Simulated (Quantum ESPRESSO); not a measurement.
Tc under changes of volume

One of the cells (14.297 Å³/atom); the others are scaled copies at fixed shape and fractional positions:

```
CELL_PARAMETERS angstrom
2.74000 0.00000 0.00000
-1.37000 2.37291 0.00000
0.00000 0.00000 4.39800
ATOMIC_POSITIONS crystal
Tc 0.66667 0.33333 0.75000
Tc 0.33333 0.66667 0.25000
```

```yaml
Program: Quantum ESPRESSO 7.5
Functional: LDA
Potentials_or_basis: PseudoDojo 0.4.1 SR LDA standard
Cutoff: 1197 eV
Density_cutoff: 4789 eV
k_mesh: 11 × 11 × 6
Occupations: fermi-dirac, width 0.05 eV
Spin: no spin polarisation
```

```tsv
volume (Å³/atom)	energy over the lowest point (meV/atom)	pressure (GPa)
13.440	9.37	9.2
13.726	0.00	1.5
14.011	3.61	-5.4
14.297	18.83	-11.5
14.583	44.41	-17.0
14.869	?	?
15.155	122.31	-26.2
```

Task: What does the run at 14.869 Å³/atom give?

Result: Energy over the lowest point 79.23 meV/atom; pressure -21.9 GPa.

Worked out: A Birch-Murnaghan fit of order 3 (a polynomial in V^(-2/3)) to the other rows has its minimum at 13.78 Å³/atom with B0 = V·E''(V) = 343 GPa and B' = 4.5 at fixed shape and positions, which overstates the stiffness. It gives 79.24 meV/atom at 14.869 Å³/atom, against the run's 79.23, and -dE/dV = -21.9 GPa, against -21.9.

Energies are extrapolated to zero smearing.
